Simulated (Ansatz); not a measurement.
Crystal: NiO.

```xyz
2
Lattice="0.0000 2.0859 2.0859 2.0859 0.0000 2.0859 2.0859 2.0859 0.0000" Properties=species:S:1:pos:R:3 pbc="T T T"
Ni    0.0000    0.0000    0.0000
O     2.0859    2.0859    2.0859
```

```yaml
Program: Ansatz 0.2.0
Task: relaxation of cell and atoms
Functional: PBEsol
Potentials_or_basis: Ansatz PAW
Cutoff: "420 eV (not typed: the program's choice for these potentials)"
k_mesh: 11 × 11 × 11
Occupations: fermi-dirac, width 0.05 eV
Spin: collinear spin, ferromagnetic start
Starting_moments: "[1.0, 0.0] μB"
```

At the start: volume 9.08 Å³/atom.

Question: How do energy, volume and symmetry change on relaxing?

Answer: It ends after 7 steps and the volume is 8.73 Å³/atom (-3.9 %); space group Fm-3m (No. 225, to 0.05 Å); moment 1.28 μB per cell.

The path:
| step | energy change (eV) | largest force (eV/Å) | volume (Å³) |
| --- | --- | --- | --- |
| 1 | 0.0000 | 0.0000 | 18.15 |
| 2 | -0.0131 | 0.0000 | 17.83 |
| 3 | -0.0199 | 0.0000 | 17.43 |
| 4 | -0.0198 | 0.0000 | 17.47 |
| 5 | -0.0170 | 0.0000 | 17.47 |
| 6 | -0.0171 | 0.0000 | 17.45 |
| 7 | -0.0170 | 0.0000 | 17.45 |

Final structure:
```
Ni O
1.0
     0.00000    2.05871    2.05871
     2.05871    0.00000    2.05871
     2.05871    2.05871    0.00000
Ni O
1 1
Direct
  0.00000 0.00000 0.00000
  0.50000 0.50000 0.50000
```

Caveat: the plane-wave basis is chosen anew once the cell has moved, so the energies of steps on either side of that aren't comparable; the pressure holds a Pulay correction of +0.8 GPa for the finite cutoff; a cell with one magnetic atom can't hold antiferromagnetic order, which such compounds often take; the PAW data sets come from PBE, with cores solved anew for the run's functional, which leaves a small shift of forces and pressure.
